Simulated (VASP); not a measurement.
C:

```xyz
4
Lattice="2.4673 0.0000 0.0000 -1.2336 2.1367 0.0000 0.0000 0.0000 7.8031" Properties=species:S:1:pos:R:3 pbc="T T T"
C     0.0000    0.0000    1.9508
C     0.0000    0.0000    5.8523
C     0.0000    1.4245    1.9508
C     1.2336    0.7122    5.8523
```

- Program: VASP 6.6.1
- Task: relaxation of cell and atoms
- Functional: PBE
- Dispersion: D3(BJ)
- Potentials or basis: VASP PAW PBE potentials, release 64 (C)
- Cutoff: 600 eV
- k mesh: 12 × 12 × 4
- Occupations: gaussian, width 0.03 eV
- Spin: no spin polarisation

At the start: pressure -1.1 GPa; volume 10.28 Å³/atom.

Task: Where does the relaxation end?

Result: Over 12 steps the energy falls by 15.3 meV/atom and the volume is 8.80 Å³/atom (-14.4 %); space group P6_3/mmc (No. 194, to 0.05 Å).

The path:
```
step  energy change (eV)  largest force (eV/Å)  pressure (GPa)  volume (Å³)
   1              0.0000                0.0000           -1.12        41.14
   2             -0.0034                0.0000            0.24        40.71
   3             -0.0048                0.0000            1.67        40.28
   4             -0.0057                0.0000            1.68        40.23
   5             -0.0082                0.0000            1.53        40.06
   6             -0.0133                0.0000            1.47        39.73
   7             -0.0233                0.0000            1.18        39.07
   8             -0.0417                0.0000            0.79        37.74
   9             -0.0612                0.0000            0.17        35.08
  10             -0.0612                0.0000            0.18        35.18
  11             -0.0612                0.0000           -0.27        35.27
  12             -0.0612                0.0000            0.07        35.20
```

Final structure:
```
C
1.0
     2.46485    0.00000    0.00000
    -1.23243    2.13462    0.00000
     0.00000    0.00000    6.69061
C
4
Direct
  0.00000 0.00000 0.25000
  0.00000 0.00000 0.75000
  0.33333 0.66667 0.25000
  0.66667 0.33333 0.75000
```
